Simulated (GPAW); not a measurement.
RbCl:

```
CELL_PARAMETERS angstrom
4.63014 0.00000 0.00000
2.31507 4.00981 0.00000
2.31507 1.33660 3.78049
ATOMIC_POSITIONS crystal
Rb 0.00000 0.00000 0.00000
Cl 0.50000 0.50000 0.50000
```

The cell isn't the ideal one: the cell as VASP's run set it.

Base run:

```yaml
Program: GPAW 26.7.0
Functional: RPBE
Potentials_or_basis: the program's PAW data sets (release 1.2.1) made for this functional
Cutoff: 600 eV
Basis: pw
k_mesh: 7 × 7 × 7
Occupations: gaussian, width 0.1 eV
Spin: no spin polarisation
```

Its results: band gap on the k mesh 5.40 eV, direct; pressure 2.6 GPa.

Question: The run is repeated on the same cell with these changes: functional from RPBE to PBEsol; potentials or basis from the program's PAW data sets (release 1.2.1) made for this functional to PAW data sets generated in the run's folder for this functional. What comes out?

Answer: Band gap on the k mesh 4.89 eV, direct; pressure -0.1 GPa.

Caveats: an odd mesh through Γ misses points on the zone boundary, where band edges often lie.
